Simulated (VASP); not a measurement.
# GaP (F-43m) in VASP: notebook

One crystal, GaP, is run at these levels: LDA; tasks: relaxation of cell and atoms.

Program: VASP 6.6.1. These are calculated values, not measurements. Logs are shortened: lines on timing, memory, paths and dates and some standing lists are left out, and cuts for length are marked.

### Step 1. The crystal as given

It takes space group F-43m (No. 216, cubic). Conventional cell: a = 5.451 Å, b = 5.451 Å, c = 5.451 Å, α = 90.00°, β = 90.00°, γ = 90.00°. Ga (site symmetry -43m) has 4 P at 2.36 Å as nearest neighbours. P (site symmetry -43m) has 4 Ga at 2.36 Å as nearest neighbours.

### Step 2. Relaxation of cell and atoms, LDA

INCAR

```
SYSTEM = GaP
PREC = Accurate ; ENCUT = 520
EDIFF = 1E-7 ; ISMEAR = 0
SIGMA = 0.02 ; LREAL = .FALSE.
LASPH = .TRUE. ; NELM = 100
ALGO = Normal ; ISIF = 3
LWAVE = .FALSE. ; LCHARG = .FALSE.
IBRION = 2 ; NSW = 80
EDIFFG = -0.002
```

KPOINTS

```
regular mesh
0
G
  10 10 10
  0 0 0
```

POSCAR

```
GaP
1.0
    0.0000000000      2.7252500000      2.7252500000
    2.7252500000      0.0000000000      2.7252500000
    2.7252500000      2.7252500000      0.0000000000
Ga P
1 1
Direct
    0.0000000000      0.0000000000      0.0000000000
    0.2500000000      0.2500000000      0.2500000000
```

Potentials or basis: VASP PAW LDA potentials, release 64 (Ga_d, P).

The run is started by

```console
$ cat potpaw_LDA.64/Ga_d/POTCAR potpaw_LDA.64/P/POTCAR > POTCAR
$ mpirun -np 1 vasp_std > vasp.out
```

OUTCAR:

```text
SYSTEM = GaP
   PREC = Accurate
   ENCUT = 520
   EDIFF = 1E-7
   ISMEAR = 0
   LREAL = .FALSE.
   LASPH = .TRUE.
   NELM = 100
   ISIF = 3
   IBRION = 2
   NSW = 80
   EDIFFG = -0.002

 ion  position               nearest neighbor table
   1  0.000  0.000  0.000-   2 2.36   2 2.36   2 2.36   2 2.36
   2  0.250  0.250  0.250-   1 2.36   1 2.36   1 2.36   1 2.36

  LATTYP: Found a face centered cubic cell.
 ALAT       =     5.4505000000

  Lattice vectors:

 A1 = (   0.0000000000,   2.7252500000,   2.7252500000)
 A2 = (   2.7252500000,   0.0000000000,   2.7252500000)
 A3 = (   2.7252500000,   2.7252500000,   0.0000000000)

Analysis of symmetry for initial positions (statically):
=====================================================================
 Subroutine PRICEL returns:
 Original cell was already a primitive cell.

 Routine SETGRP: Setting up the symmetry group for a
 face centered cubic supercell.

 Subroutine GETGRP returns: Found 24 space group operations
 (whereof 24 operations were pure point group operations)
 out of a pool of 48 trial point group operations.

The static configuration has the point symmetry T_d .

Analysis of symmetry for dynamics (positions and initial velocities):
=====================================================================
 Subroutine PRICEL returns:
 Original cell was already a primitive cell.

 Routine SETGRP: Setting up the symmetry group for a
 face centered cubic supercell.

 Subroutine GETGRP returns: Found 24 space group operations
 (whereof 24 operations were pure point group operations)
 out of a pool of 48 trial point group operations.

The dynamic configuration has the point symmetry T_d .

 Subroutine INISYM returns: Found 24 space group operations
 (whereof 24 operations are pure point group operations),
 and found     1 'primitive' translations

----------------------------------------------------------------------------------------

                                     Primitive cell

  volume of cell :      40.4808

  direct lattice vectors                    reciprocal lattice vectors
     0.000000000  2.725250000  2.725250000    -0.183469406  0.183469406  0.183469406
     2.725250000  0.000000000  2.725250000     0.183469406 -0.183469406  0.183469406
     2.725250000  2.725250000  0.000000000     0.183469406  0.183469406 -0.183469406

  length of vectors
     3.854085511  3.854085511  3.854085511     0.317778334  0.317778334  0.317778334

  position of ions in fractional coordinates (direct lattice)
     0.000000000  0.000000000  0.000000000
     0.250000000  0.250000000  0.250000000

  ion indices of the primitive-cell ions
   primitive index   ion index
                 1           1
                 2           2

----------------------------------------------------------------------------------------

 KPOINTS: regular mesh

Automatic generation of k-mesh.
 Grid dimensions read from file:
 generate k-points for:   10   10   10

 Generating k-lattice:

  Cartesian coordinates                     Fractional coordinates (reciprocal lattice)
    -0.018346941  0.018346941  0.018346941     0.100000000  0.000000000  0.000000000
     0.018346941 -0.018346941  0.018346941     0.000000000  0.100000000  0.000000000
     0.018346941  0.018346941 -0.018346941     0.000000000  0.000000000  0.100000000

  Length of vectors
     0.031777833  0.031777833  0.031777833

  Shift w.r.t. Gamma in fractional coordinates (k-lattice)
     0.000000000  0.000000000  0.000000000

 Subroutine IBZKPT returns following result:
 ===========================================

 Found     47 irreducible k-points:

 Following reciprocal coordinates:
            Coordinates               Weight
  0.000000  0.000000  0.000000      1.000000
  0.100000  0.000000  0.000000      8.000000
  0.200000  0.000000  0.000000      8.000000
  0.300000  0.000000  0.000000      8.000000
  0.400000  0.000000  0.000000      8.000000
  0.500000  0.000000  0.000000      4.000000
[... 16 lines left out ...]
  0.300000  0.300000  0.000000      6.000000
  0.400000  0.300000  0.000000     24.000000
 [... further k-points ...]
   k-points           NKPTS =     47   k-points in BZ     NKDIM =     47   number of bands    NBANDS=     13
   number of dos      NEDOS =    301   number of ions     NIONS =      2
   total plane-waves  NPLWV =  27000
   dimension x,y,z NGX =    30 NGY =   30 NGZ =   30
   dimension x,y,z NGXF=    60 NGYF=   60 NGZF=   60
   ions per type =               1   1
   NGX,Y,Z   is equivalent  to a cutoff of  12.94, 12.94, 12.94 a.u.
   NGXF,Y,Z  is equivalent  to a cutoff of  25.88, 25.88, 25.88 a.u.
 SYSTEM =  GaP
   PREC   = accura    normal or accurate (medium, high low for compatibility)
   ISTART =      0    job   : 0-new  1-cont  2-samecut
   ICHARG =      2    charge: 1-file 2-atom 10-const
   ISPIN  =      1    spin polarized calculation?
   LNONCOLLINEAR =      F non collinear calculations
   LSORBIT =      F    spin-orbit coupling
   LASPH  =      T    aspherical Exc in radial PAW
   ENCUT  =  520.0 eV  38.22 Ry    6.18 a.u.   7.17  7.17  7.17*2*pi/ulx,y,z
   NELM   =    100;   NELMIN=  2; NELMDL= -5     # of ELM steps
   EDIFF  = 0.1E-06   stopping-criterion for ELM
   LREAL  =      F    real-space projection
   EDIFFG = -.2E-02   stopping-criterion for IOM
   NSW    =     80    number of steps for IOM
   IBRION =      2    ionic relax: 0-MD 1-quasi-New 2-CG
   NFREE  =      1    steps in history (QN), initial steepest desc. (CG)
   ISIF   =      3    stress and relaxation
   ISYM   =      2    0-nonsym 1-usesym 2-fastsym
   POTIM  = 0.5000    time-step for ionic-motion
   TEBEG  =    0.0;   TEEND  =   0.0 temperature during run
   PSTRESS=    0.0 pullay stress
   NELECT =      18.0000    total number of electrons
   NUPDOWN=      -1.0000    fix difference up-down
   EMIN   =  10.00;   EMAX   =-10.00  energy-range for DOS
   EFERMI =   0.00;   METHOD = LEGACY
   ISMEAR =     0;   SIGMA  =   0.02  broadening in eV -4-tet -1-fermi 0-gaus
   EFERMI_NEDOS =   21; number of points for ismear=-14 and -15
   IALGO  =     38    algorithm
   IMIX   =      4    mixing-type and parameters
     AMIX     =   0.40;   BMIX     =  1.00
     AMIX_MAG =   1.60;   BMIX_MAG =  1.00
  volume/ion in A,a.u.               =      20.24       136.59
  Fermi-wavevector in a.u.,A,eV,Ry     =   1.249538  2.361284 21.243377  1.561344
  Thomas-Fermi vector in A             =   2.383574
   LORBIT       =      0    0 simple, 1 ext, 2 COOP (PROOUT), +10 PAW based schemes
   GGA     = CA    functional components
   LHFCALC =     F    Hartree Fock is set to
   AEXX    =    0.0000 exact exchange contribution
   IVDW    =     0    specifies the selected vdW correction
   LEPSILON=     F    determine dielectric tensor
   LRPA    =     F    only Hartree local field effects (RPA)
 conjugate gradient relaxation of ions
 non-spin polarized calculation
 Gauss-broadening in eV      SIGMA  =   0.02
  energy-cutoff  :      520.00
  volume of cell :       40.48
 maximum number of plane-waves:      1106
 NGX is ok and might be reduce to    30
   NGX = 15   NGY = 15   NGZ = 15

--------------------------------------- Ionic step        1  -------------------------------------------

 number of electron      17.9999989 magnetization

 Free energy of the ion-electron system (eV)
  ---------------------------------------------------
  ext. energy  EPLUGINS =         0.00000000
  ---------------------------------------------------
  free energy    TOTEN  =       -10.44258192 eV

  energy without entropy =      -10.44258192  energy(sigma->0) =      -10.44258192

------------------------ aborting loop because EDIFF is reached ----------------------------------------

  FORCE on cell =-STRESS in cart. coord.  units (eV):
  Direction    XX          YY          ZZ          XY          YZ          ZX
  --------------------------------------------------------------------------------------
  -------------------------------------------------------------------------------------
  Total       -0.6654117     -0.6654117     -0.6654117     -0.0000000      0.0000000      0.0000000
  in kB      -26.3361313    -26.3361313    -26.3361313     -0.0000000      0.0000000      0.0000000
  external PRESSURE =     -26.3361313 kB  Pullay stress =       0.0000000 kB
[... 57 lines left out ...]
  energy  without entropy=      -10.4500339931  energy(sigma->0) =      -10.45003399

--------------------------------------- Ionic step        3  -------------------------------------------

 number of electron      17.9999993 magnetization

 Free energy of the ion-electron system (eV)
  ---------------------------------------------------
  ext. energy  EPLUGINS =         0.00000000
  ---------------------------------------------------
  free energy    TOTEN  =       -10.45325033 eV

  energy without entropy =      -10.45325033  energy(sigma->0) =      -10.45325033

 E-fermi :   4.9929     XC(G=0): -10.3057

 val. band max:        4.8346087867   @ k =   0.0000   0.0000   0.0000
 cond. band min:       6.2375046394   @ k =   0.4000   0.4000   0.0000
 fundamental gap:      1.4028958527
 Fermi energy:         4.9929211656

 k-point     1 :       0.0000    0.0000    0.0000
  band No.  band energies     occupation
      1      -9.9274      2.00000
      2      -9.9274      2.00000
      3      -9.9274      2.00000
      4      -9.8194      2.00000
      5      -9.8194      2.00000
      6      -7.9163      2.00000
      7       4.8346      2.00000
      8       4.8346      2.00000
      9       4.8346      2.00000
     10       6.7348      0.00000
     11       8.6193      0.00000
     12       8.6193      0.00000
     13       8.6193      0.00000
[... 353 lines left out ...]
 k-point    24 :       0.4000    0.3000    0.0000
  band No.  band energies     occupation
      1     -10.0282      2.00000
      2      -9.8754      2.00000
      3      -9.8729      2.00000
      4      -9.8472      2.00000
      5      -9.8014      2.00000
      6      -5.8414      2.00000
      7      -0.6870      2.00000
      8       2.0963      2.00000
      9       2.4688      2.00000
     10       6.6990      0.00000
     11       7.8276      0.00000
     12      12.4640      0.00000
     13      12.9519      0.00000

 [... further k-points ...]

------------------------ aborting loop because EDIFF is reached ----------------------------------------

  FORCE on cell =-STRESS in cart. coord.  units (eV):
  Direction    XX          YY          ZZ          XY          YZ          ZX
  --------------------------------------------------------------------------------------
  -------------------------------------------------------------------------------------
  Total       -0.0015445     -0.0015445     -0.0015445      0.0000000      0.0000000     -0.0000000
  in kB       -0.0630886     -0.0630886     -0.0630886      0.0000000      0.0000000     -0.0000000
  external PRESSURE =      -0.0630886 kB  Pullay stress =       0.0000000 kB
[... 17 lines left out ...]
  FREE ENERGIE OF THE ION-ELECTRON SYSTEM (eV)
  ---------------------------------------------------
  free  energy   TOTEN  =       -10.4532503275 eV

  energy  without entropy=      -10.4532503275  energy(sigma->0) =      -10.45325033

 reached required accuracy - stopping structural energy minimisation
```

Wall time 50 s (1 thread of Intel Xeon Platinum 8488C (Sapphire Rapids), shared host); peak memory 0.16 GiB.

What came out:

* Free energy: -10.4533 eV
* Relaxed volume: 19.61 Å³/atom
* Relaxed cell: a = 3.814 Å, b = 3.814 Å, c = 3.814 Å, α = 60.00°, β = 60.00°, γ = 60.00°
* Space group after relaxing (to 0.05 Å): F-43m (No. 216)
* Energy gained by relaxing: 5.3 meV/atom
* Ionic steps: 3
* Pressure after relaxing: 0.0 GPa
* Band gap on the k mesh: 1.40 eV, indirect (least direct gap 1.90 eV)

Step by step:
```
step  energy change (eV)  largest force (eV/Å)  pressure (GPa)  volume (Å³)
   1              0.0000                0.0000           -2.63        40.48
   2             -0.0075                0.0000            1.58        38.56
   3             -0.0107                0.0000           -0.01        39.22
```

Final structure:
```
CELL_PARAMETERS angstrom
0.00000 2.69672 2.69672
2.69672 0.00000 2.69672
2.69672 2.69672 0.00000
ATOMIC_POSITIONS crystal
Ga 0.00000 0.00000 0.00000
P 0.25000 0.25000 0.25000
```

Levels at points of the mesh, in eV from the valence-band top:
| k point | band 5 | band 6 | band 7 | band 8 | band 9 | band 10 | band 11 | band 12 | band 13 |
| --- | --- | --- | --- | --- | --- | --- | --- | --- | --- |
| (0.00, 0.00, 0.00) | -14.65 | -12.75 | 0.00 | 0.00 | 0.00 | 1.90 | 3.78 | 3.78 | 3.78 |
| (0.50, 0.00, 0.00) | -14.65 | -10.56 | -6.89 | -1.18 | -1.18 | 1.61 | 4.62 | 4.62 | 8.11 |
| (0.50, 0.50, 0.00) | -14.63 | -9.60 | -6.99 | -2.82 | -2.82 | 1.43 | 1.65 | 10.69 | 10.69 |

A k mesh can miss the band edges. LDA usually gives volumes a few per cent too small.

[end of part 1 of 2]
